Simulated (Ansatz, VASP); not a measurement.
Given: the input of a run of Ansatz 0.2.0 on ZnS.

input.yaml

```yaml
crystal:
  lattice:
    - [0.0, 2.7375567091, 2.7375567091]
    - [2.7375567091, 0.0, 2.7375567091]
    - [2.7375567091, 2.7375567091, 0.0]
  atoms:
    - { symbol: Zn, position: [0.75, 0.75, 0.75] }
    - { symbol: S, position: [0.0, 0.0, 0.0] }
hamiltonian:
  xc: r2scan
  pseudopotentials: { kind: paw }
  dispersion: d4
kpoints:
  mp_grid: { grid: [9, 9, 9] }
scf:
  occupations: { method: fermi_dirac, width: 0.05 }
output:
  forces: true
  stress: true
  eigenvalues: true
```

Potentials or basis: Ansatz PAW.

Command:

```sh
$ ansatz run input.yaml --threads 2 --pin off --max-ram 5120MiB --backend cpu --events-out ev --progress --plain --runs-dir out
```

Problem. Set up the same calculation for VASP 6.6.1. Potentials there: VASP PAW PBE potentials, release 64 (Zn, S).

Solution. As run (the cutoff follows the program's own potentials):

The input POSCAR:

```
ZnS
1.0
    0.0000000000      2.7375567091      2.7375567091
    2.7375567091      0.0000000000      2.7375567091
    2.7375567091      2.7375567091      0.0000000000
Zn S
1 1
Direct
    0.7500000000      0.7500000000      0.7500000000
    0.0000000000      0.0000000000      0.0000000000
```

File INCAR.step1:

```
PREC = Accurate
ENCUT = 520
ISMEAR = -1
SIGMA = 0.05
LREAL = F
LASPH = T
NELM = 100
NBANDS = 16
GGA = PE
ALGO = Normal
EDIFF = 1E-4
LWAVE = T
LCHARG = F
```

Contents of INCAR.step2:

```
PREC = Accurate
ENCUT = 520
EDIFF = 1E-6
ISMEAR = -1
SIGMA = 0.05
LREAL = F
LASPH = T
NELM = 100
ALGO = Normal
ISIF = 2
LWAVE = F
LCHARG = F
METAGGA = R2SCAN
LMIXTAU = T
IVDW = 13
VDW_S6 = 1.0
VDW_S8 = 0.6018749
VDW_A1 = 0.51559235
VDW_A2 = 5.77342911
NBANDS = 16
ISTART = 1
```

Contents of KPOINTS:

```
regular mesh
0
Gamma
  9 9 9
```

Potentials or basis: VASP PAW PBE potentials, release 64 (Zn, S).

Command:

```console
$ cat potpaw_PBE.64/Zn/POTCAR potpaw_PBE.64/S/POTCAR > POTCAR
$ cp INCAR.step1 INCAR
$ mpirun -np 1 vasp_std > vasp.out
$ cp INCAR.step2 INCAR
$ mpirun -np 1 vasp_std > vasp.out
```

Both were run:

|  | VASP | Ansatz | Ansatz less VASP |
| --- | --- | --- | --- |
| gap on the k mesh at the Fermi level (eV) | 2.49 | 2.49 | -0.007 |
| least direct gap on the mesh (eV) | 2.49 | 2.49 | -0.007 |
| pressure (GPa) | -4.2 | -4.2 | -0.02 |
| dispersion energy (meV/atom) | -110.9 | -111.1 | -0.14 |

Caveats: the PAW data sets were made with another functional, which shifts forces and pressure a little (VASP); odd divisions of the mesh miss points on the zone boundary, where band edges often lie, so the gap on the mesh can be too wide (Ansatz); the PAW data sets come from PBE, with cores solved anew for the run's functional, which leaves a small shift of forces and pressure (Ansatz). r2SCAN opens gaps a little over a GGA but as a rule still falls short of measured ones.
